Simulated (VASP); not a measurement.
## PbS (Galena): relaxation of cell and atoms with PBE

The system is PbS (Galena).

```
CELL_PARAMETERS angstrom
0.00000 2.96575 2.96575
2.96575 0.00000 2.96575
2.96575 2.96575 0.00000
ATOMIC_POSITIONS crystal
Pb 0.00000 0.00000 0.00000
S 0.50000 0.50000 0.50000
```

```
Program                : VASP 6.6.1
Task                   : relaxation of cell and atoms
Functional             : PBE
Potentials or basis    : VASP PAW PBE potentials, release 64 (Pb_d, S)
Cutoff                 : 600 eV
k mesh                 : 8 × 8 × 8
Occupations            : gaussian, width 0.03 eV
Spin                   : no spin polarisation
Further INCAR settings : ALGO = Normal; EDIFF = 1e-06; IBRION = 2; EDIFFG = -0.01; NSW = 90; ISIF = 3
```

```
Relaxed volume                         : 27.10 Å³/atom
Relaxed cell                           : a = 4.248 Å, b = 4.248 Å, c = 4.248 Å, α = 60.00°, β = 60.00°, γ = 60.00°
Space group after relaxing (to 0.05 Å) : Fm-3m (No. 225)
Energy gained by relaxing              : 6.8 meV/atom
Ionic steps                            : 3
Pressure after relaxing                : 0.0 GPa
Band gap on the k mesh                 : 0.50 eV, direct
```

Step by step:
| step | energy change (eV) | largest force (eV/Å) | pressure (GPa) | volume (Å³) |
| --- | --- | --- | --- | --- |
| 1 | 0.0000 | 0.0000 | 2.21 | 52.17 |
| 2 | -0.0119 | 0.0000 | -0.69 | 54.94 |
| 3 | -0.0135 | 0.0000 | 0.01 | 54.20 |

Final structure:
```
Pb S
1.0
     0.00000    3.00373    3.00373
     3.00373    0.00000    3.00373
     3.00373    3.00373    0.00000
Pb S
1 1
Direct
  0.00000 0.00000 0.00000
  0.50000 0.50000 0.50000
```

Levels at points of the mesh, in eV from the valence-band top:
```tsv
k point	band 7	band 8	band 9	band 10	band 11	band 12	band 13	band 14
(0.00, 0.00, 0.00)	-6.07	-1.95	-1.95	-1.95	5.14	5.14	5.14	6.86
(0.50, 0.00, 0.00)	-8.59	-1.59	-1.59	0.00	0.50	2.08	2.08	8.65
(0.50, 0.50, 0.00)	-7.11	-4.83	-3.16	-3.16	4.07	5.49	5.58	5.58
```

Wall time 39 s on 1 thread of Intel(R) Xeon(R) 6975P-C (Granite Rapids) (shared host), peak memory 0.2 GiB.

Caveat: spin-orbit coupling is left out, which as a rule narrows the gap of such compounds by several tenths of an eV. A k mesh can miss the band edges.
